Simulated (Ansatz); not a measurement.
## NiGe (Pnma), random displacements

All numbers below come from DFT PBEsol, scalar-relativistic, plane waves, PAW (Ansatz 0.2.0). Cutoff 420 eV, Γ-centred 8×12×8 k-points, Gaussian smearing of 0.15 eV. No spin polarisation. A magnetic state may lie lower. Energies are free energies at this smearing, counted from the undisturbed cell; pressure is positive in compression.

The undisturbed cell (relaxed at this level):

```xyz
8
Lattice="5.3108 0.0000 0.0000 0.0000 3.4400 0.0000 0.0000 0.0000 5.7393" Properties=species:S:1:pos:R:3 pbc="T T T"
Ni    5.2735    2.5800    1.0840
Ni    0.0372    0.8600    4.6553
Ni    2.6926    0.8600    3.9536
Ni    2.6182    2.5800    1.7856
Ge    4.3105    2.5800    3.3770
Ge    1.0003    0.8600    2.3623
Ge    3.6557    0.8600    0.5073
Ge    1.6551    2.5800    5.2319
```

After a displacement of all atoms with no net shift and a strain of the cell, the run gives ΔE = 21.9 meV/atom; stress (xx, yy, zz, yz, xz, xy; compression positive) (2.42, 2.16, -1.66, 1.36, 1.06, 2.55) GPa.

```csv
atom,Fx (eV/Å),Fy,Fz
Ni1,0.205,0.713,0.075
Ni2,0.160,-0.346,-0.615
Ni3,0.559,0.024,0.266
Ni4,0.343,0.153,-0.108
Ge5,-0.355,0.346,-0.280
Ge6,-0.190,-0.537,-0.254
Ge7,-0.514,-0.313,0.262
Ge8,-0.208,-0.040,0.654
```

(1) Which displacements (Å, in the unstrained cell) and strain were applied?

Results:

(1)
| atom | ux | uy | uz |
| --- | --- | --- | --- |
| Ni1 | 0.01 | -0.06 | 0.00 |
| Ni2 | -0.01 | 0.03 | 0.06 |
| Ni3 | -0.04 | -0.01 | -0.03 |
| Ni4 | -0.02 | 0.01 | 0.00 |
| Ge5 | 0.03 | -0.05 | 0.01 |
| Ge6 | 0.00 | 0.05 | 0.02 |
| Ge7 | 0.02 | 0.01 | -0.02 |
| Ge8 | 0.02 | 0.02 | -0.05 |
Strain (Voigt, engineering shear): (-0.0062, -0.0117, 0.0168, -0.0271, -0.0105, -0.0203).

Cost: 1 run of about 1.5 core-minutes, on AMD EPYC 9R45 (Zen 5) (shared hosts).